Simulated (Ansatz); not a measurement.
# Te, a database entry at a rescaled volume

```
Te
1.0
     0.00000    4.75308    0.00000
     4.24363   -2.37654    0.00000
    -0.13074    0.00000   -3.96626
Te
3
Direct
  0.32400 0.64800 0.32500
  0.67600 0.35200 0.67500
  0.00000 0.00000 0.00000
```

Level: PBE, no spin polarisation; 420 eV; 6×6×7 Γ-centred mesh; methfessel-paxton occupations (width 0.2029 eV); Ansatz 0.2.0, fixed geometry.

Question: What happens at the Fermi level?

Answer: It is a metal, with about 1.8 states/eV a cell as the mean within 0.25 eV of the Fermi level, mostly Te p (92 %).

Question: Is the cell too large or too small?

Answer: The pressure is 8.8 GPa (compression positive), so with the atoms held at these fractions the cell would first expand. The principal stresses 8.2, 8.4, 9.7 GPa differ, so its shape would change too.

Question: What do density and ELF say about some of the short contacts?

Answer: Te–Te at 3.00 Å: least valence density 0.31 e/Å³ and ELF 0.52 there. These are pseudo-fields; inside the PAW spheres they differ from the all-electron ones.

Question: Which atom feels the largest force, and which way?

Answer: The largest is on Te1 (and as large on other atoms): 0.44 eV/Å, components (0.42, 0.00, -0.14). It makes 172° with the line to a nearest neighbour, Te3 at 3.00 Å, pointing away from it.

Origin: a database entry at a rescaled volume. Caveats: wide smearing.
